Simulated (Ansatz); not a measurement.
The system is N.

```xyz
8
Lattice="5.5605 0.0000 0.0000 0.0000 5.5605 0.0000 0.0000 0.0000 5.5605" Properties=species:S:1:pos:R:3 pbc="T T T"
N     0.3192    2.4611    3.0994
N     2.4611    3.0994    0.3192
N     3.0994    0.3192    2.4611
N     5.2414    5.2414    5.2414
N     5.2414    3.0994    2.4611
N     3.0994    2.4611    5.2414
N     2.4611    5.2414    3.0994
N     0.3192    0.3192    0.3192
```

Base run:

```yaml
Program: Ansatz 0.2.0
Functional: PBEsol
Potentials_or_basis: Ansatz PAW
Cutoff: 420 eV
Density_cutoff: 1680 eV
k_mesh: 5 × 5 × 5
Occupations: fermi-dirac, width 0.05 eV
Spin: no spin polarisation
```

Its results: band gap on the k mesh 7.24 eV, indirect (least direct gap 7.27 eV); pressure -0.7 GPa; largest force 0.875 eV/Å.

Task: The run is repeated on the same cell with these changes: functional from PBEsol to r2SCAN; cutoff from 420 eV to 500 eV; density cutoff from 1680 eV to 2000 eV. What comes out?

Result: Band gap on the k mesh 7.94 eV, indirect (least direct gap 7.97 eV); pressure -2.3 GPa; largest force 1.835 eV/Å.

r2SCAN gives the wider gap, since meta-GGAs in the generalised Kohn-Sham scheme recover part of the derivative discontinuity.

Caveats: the PAW data sets come from PBE, with cores solved anew for the run's functional, which leaves a small shift of forces and pressure; forces of over 1 eV/Å show positions far from the minimum, so gaps and moduli don't describe the material at rest (some runs).

Not every run made on this cell is shown here.
